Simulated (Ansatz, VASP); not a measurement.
**Two plane-wave programs on Fe**

Contents of INCAR:

```
ALGO     = Normal         # electronic algorithm
EDIFF    = 1E-6           # SCF threshold, eV
ENCUT    = 520            # plane-wave cutoff, eV
GGA      = PE             # functional
ISIF     = 2              # what is computed and relaxed
ISMEAR   = 1              # smearing method
LASPH    = T              # aspherical terms in the spheres
LCHARG   = T              # write CHGCAR
LELF     = T              # ELF
LREAL    = F              # projectors in reciprocal space
LVHAR    = T            
LWAVE    = F              # write WAVECAR
NBANDS   = 10             # bands
NELM     = 100            # most SCF steps
PREC     = Accurate       # precision mode
SIGMA    = 0.3            # smearing width, eV
```

File KPOINTS:

```
k-points
0
Gamma
  16 16 16
```

POSCAR

```
Fe
1.0
   -1.3807996972      1.3807996972      1.3807996972
    1.3807996972     -1.3807996972      1.3807996972
    1.3807996972      1.3807996972     -1.3807996972
Fe
1
Direct
    0.0000000000      0.0000000000      0.0000000000
```

Input for Ansatz:

```yaml
crystal:
  lattice:
    - [-1.3807996972, 1.3807996972, 1.3807996972]
    - [1.3807996972, -1.3807996972, 1.3807996972]
    - [1.3807996972, 1.3807996972, -1.3807996972]
  atoms:
    - { symbol: Fe, position: [0.0, 0.0, 0.0] }
hamiltonian:
  xc: pbe
  pseudopotentials:
    kind: paw
    azcp:
      Fe: "pseudopotentials/Fe.paw.azcp"
basis:
  ecutwfc: 420
  fft_grid_basis: typed
kpoints:
  mp_grid: { grid: [16, 16, 16], shift: [0, 0, 0] }
magnetization:
  spin_polarized: false
scf:
  occupations: { method: methfessel_paxton, width: 0.3 }
  lower_state_search: "off"
output:
  stress: true
  write_density: true
  write_potential: true
  elf: true
  volumetric_format: npy
```

Alike in both runs: task single point; functional PBE; k mesh 16 × 16 × 16; occupations methfessel-paxton of order 1, width 0.3 eV; no spin polarisation.

|  | VASP | Ansatz |
| --- | --- | --- |
| version | VASP 6.6.1 | Ansatz 0.2.0 |
| potentials or method | VASP PAW PBE potentials, release 64 (Fe) | plane waves (420 eV) with PAW, scalar-relativistic |
| plane-wave cutoff (eV) | 520 | 420 |
| valence electrons in the cell | 8 | 16 |

|  | VASP | Ansatz | Ansatz less VASP |
| --- | --- | --- | --- |
| pressure (GPa) | -1.5 | -0.9 | +0.55 |

The two sets of potentials don't hold the same shells in valence.

Caveats: the run has no spin polarisation, though such a crystal can be magnetic. Spin polarisation is off, so any magnetic state and its effect on volume and gap are missing.
